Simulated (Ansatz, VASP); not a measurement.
**Sb in VASP and in Ansatz**

Contents of INCAR:

```
SYSTEM = Sb
ALGO = Normal ; EDIFF = 1E-7
ENCUT = 520 ; GGA = PE
ISIF = 2 ; ISMEAR = -1
LASPH = .True. ; LCHARG = .True.
LELF = .True. ; LREAL = .False.
LVHAR = .True. ; LWAVE = .False.
NBANDS = 12 ; NELM = 80
PREC = Accurate ; SIGMA = 0.03
```

File KPOINTS:

```
k-points
0
Gamma
  12 12 7
  0 0 0
```

POSCAR

```
Sb
1.0
    3.3406879151      0.0000000000      0.0000000000
   -1.6703439576      2.8931206006      0.0000000000
    0.0000000000      0.0000000000      5.2852079663
Sb
2
Direct
    0.3333333333      0.6666666667      0.2500000000
    0.6666666667      0.3333333333      0.7500000000
```

Input for Ansatz:

```yaml
crystal:
  lattice:
    - [3.3406879151, 0.0, 0.0]
    - [-1.6703439576, 2.8931206006, 0.0]
    - [0.0, 0.0, 5.2852079663]
  atoms:
    - { symbol: Sb, position: [0.3333333333, 0.6666666667, 0.25] }
    - { symbol: Sb, position: [0.6666666667, 0.3333333333, 0.75] }
kpoints:
  mp_grid: { grid: [12, 12, 7] }
scf:
  occupations: { method: fermi_dirac, width: 0.03 }
hamiltonian:
  xc: pbe
  pseudopotentials: { kind: all_electron, lapw: { basis_error: 0.0005 } }
output:
  forces: true
  stress: true
  eigenvalues: true
```

Change from the starting cell: volume scaled by 0.975.

Alike in both runs: task single point; functional PBE; k mesh 12 × 12 × 7; occupations fermi-dirac, width 0.03 eV; no spin polarisation.

|  | VASP | Ansatz |
| --- | --- | --- |
| version | VASP 6.6.1 | Ansatz 0.2.0 |
| potentials or method | VASP PAW PBE potentials, release 64 (Sb) | all-electron LAPW, scalar-relativistic |
| plane-wave cutoff (eV) | 520 | see its input |

|  | VASP | Ansatz | Ansatz less VASP |
| --- | --- | --- | --- |
| pressure (GPa) | 4.9 | 5.0 | +0.14 |
| largest component of the traceless stress (GPa) | 0.95 | 0.95 | -0.003 |

Ansatz ran all-electron here, so the differences hold the error of VASP's frozen core and of both bases.

Spin-orbit coupling is left out, which matters for the levels of Sb.
